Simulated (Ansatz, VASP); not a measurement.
# CuI (Marshite) in VASP and in Ansatz

The input INCAR:

```
PREC = Accurate
ENCUT = 600
EDIFF = 1E-6
ISMEAR = -1
SIGMA = 0.05
LREAL = False
LASPH = True
NELM = 60
ALGO = Normal
ISIF = 3
LWAVE = False
LCHARG = False
GGA = PS
IVDW = 12
IBRION = 2
NSW = 60
EDIFFG = -0.01
```

KPOINTS

```
regular mesh
0
Gamma
  8 8 8
```

Contents of POSCAR:

```
CuI
1.0
    0.0000000000      3.0315000000      3.0315000000
    3.0315000000      0.0000000000      3.0315000000
    3.0315000000      3.0315000000      0.0000000000
I Cu
1 1
Direct
    0.0000000000      0.0000000000      0.0000000000
    0.7500000000      0.7500000000      0.7500000000
```

The input input.yaml:

```yaml
crystal:
  lattice:
    - [0.0, 3.0315, 3.0315]
    - [3.0315, 0.0, 3.0315]
    - [3.0315, 3.0315, 0.0]
  atoms:
    - { symbol: I, position: [0.0, 0.0, 0.0] }
    - { symbol: Cu, position: [0.75, 0.75, 0.75] }
hamiltonian:
  xc: pbesol
  pseudopotentials: { kind: paw }
  dispersion: d3bj
kpoints:
  mp_grid: { grid: [8, 8, 8] }
scf:
  occupations: { method: fermi_dirac, width: 0.05 }
output:
  forces: true
  stress: true
  eigenvalues: true
  write_density: true
  write_potential: true
  elf: true
  volumetric_format: npy
relax:
  f_tol: 0.01
  max_steps: 40
  cell: { stress_tol: 0.05 }
```

Alike in both runs: task relaxation of cell and atoms; functional PBEsol; dispersion D3(BJ); k mesh 8 × 8 × 8; occupations fermi-dirac, width 0.05 eV; no spin polarisation.

|  | VASP | Ansatz |
| --- | --- | --- |
| version | VASP 6.6.1 | Ansatz 0.2.0 |
| potentials or method | VASP PAW PBE potentials, release 64 (I, Cu) | Ansatz PAW |
| plane-wave cutoff (eV) | 600 | 420 |
| valence electrons in the cell | 18 | 36 |

Ansatz gave:

- gap on the k mesh at the Fermi level, each at its own relaxed structure (eV): 1.29
- relaxed volume (Å³/atom): 25.15
- relaxed cell length with the largest relative difference (Å): 4.144
- energy change over the relaxation (meV/atom): -41

Q: Which values does VASP return?

A: gap on the k mesh at the Fermi level, each at its own relaxed structure (eV): 1.31; relaxed volume (Å³/atom): 25.17; relaxed cell length with the largest relative difference (Å): 4.144; energy change over the relaxation (meV/atom): -39.

The two sets of potentials don't hold the same shells in valence.

Caveats: spin-orbit coupling is left out, which moves the levels of the heavy elements; the PAW data sets were made with another functional, which shifts forces and pressure a little (VASP); the plane-wave basis is chosen anew once the cell has moved, so the energies of steps on either side of that aren't comparable (Ansatz); the PAW data sets come from PBE, with cores solved anew for the run's functional, which leaves a small shift of forces and pressure (Ansatz).
